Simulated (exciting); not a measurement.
## BN under changes of volume

One of the cells (5.959 Å³/atom); the others are scaled copies at fixed shape and fractional positions:

```
N B
1.0
     0.00000    1.81300    1.81300
     1.81300    0.00000    1.81300
     1.81300    1.81300    0.00000
N B
1 1
Direct
  0.25000 0.25000 0.25000
  0.00000 0.00000 0.00000
```

The cell is a database's computed one.

| Item | Value |
| --- | --- |
| Program | exciting (release sodium) |
| Functional | PBE |
| Potentials or basis | all-electron LAPW+lo, shipped species files, valence relativity iora* |
| rgkmax | 7.5 |
| k mesh | 13 × 13 × 13 |
| Occupations | fermi-dirac, width 0.05 eV |
| Spin | no spin polarisation |

| volume (Å³/atom) | energy over the lowest point (meV/atom) | gap on the mesh (eV) |
| --- | --- | --- |
| 5.602 | 26.57 | 4.61 |
| 5.721 | 11.25 | 4.58 |
| 5.840 | ? | ? |
| 5.959 | 0.00 | 4.54 |
| 6.078 | 2.91 | 4.51 |
| 6.198 | 10.85 | 4.49 |
| 6.317 | 23.35 | 4.47 |

Task: What does the run at 5.840 Å³/atom give?

Result: Energy over the lowest point 2.63 meV/atom; gap on the mesh 4.56 eV.

Worked out: A Birch-Murnaghan fit of order 3 (a polynomial in V^(-2/3)) to the other rows has its minimum at 5.95 Å³/atom with B0 = V·E''(V) = 372 GPa and B' = 3.8. It gives 2.60 meV/atom at 5.840 Å³/atom, against the run's 2.63. A straight line through the other rows of the gap, of slope -1.16 eV per unit of ln V, gives 4.56 eV, against the run's 4.56.

Energies are extrapolated to zero smearing.

Caveats: an odd mesh through Γ misses points on the zone boundary, where band edges often lie.
